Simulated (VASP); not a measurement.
A run of VASP 6.6.1:

The input INCAR:

```
  ALGO = Normal
  EDIFF = 1E-6
  EDIFFG = -0.08
  ENCUT = 520
  GGA = PS
  IBRION = 2
  ISIF = 2
  ISMEAR = -1
  LASPH = T
  LCHARG = F
  LREAL = F
  LWAVE = F
  NELM = 100
  NSW = 45
  PREC = Accurate
  SIGMA = 0.05
```

File KPOINTS:

```
k-points
0
Gamma
  2 2 2
```

POSCAR

```
Mg12O
1.0
    6.4200000000      0.0000000000      0.0000000000
   -4.8150000000      8.3398250000      0.0000000000
    0.0000000000      0.0000000000      5.2130400000
Mg O
12 1
Direct
    0.0000000000      0.0000000000      0.0000000000
    0.1666667000      0.2222222000      0.5000000000
    0.0000000000      0.3333333000      0.0000000000
    0.1666667000      0.5555556000      0.5000000000
    0.0000000000      0.6666667000      0.0000000000
    0.1666667000      0.8888889000      0.5000000000
    0.5000000000      0.0000000000      0.0000000000
    0.6666667000      0.2222222000      0.5000000000
    0.5000000000      0.3333333000      0.0000000000
    0.6666667000      0.5555556000      0.5000000000
    0.5000000000      0.6666667000      0.0000000000
    0.6666667000      0.8888889000      0.5000000000
    0.8411685000      0.4499900000      0.2388456000
```

Potentials or basis: VASP PAW PBE potentials, release 64 (Mg, O).

Command:

```console
$ cat potpaw_PBE.64/Mg/POTCAR potpaw_PBE.64/O/POTCAR > POTCAR
$ mpirun -np 1 vasp_std > vasp.out
```

Hardware: 1 thread of Intel(R) Xeon(R) Platinum 8559C (Emerald Rapids), with other jobs on the host.

Question: How long does it take, and how much memory?

Answer: Wall time 4.4 min on 1 thread of Intel(R) Xeon(R) Platinum 8559C (Emerald Rapids), on a shared host, peak memory 0.38 GiB. Counts: scf iterations 54, k points 8, ion steps 6.
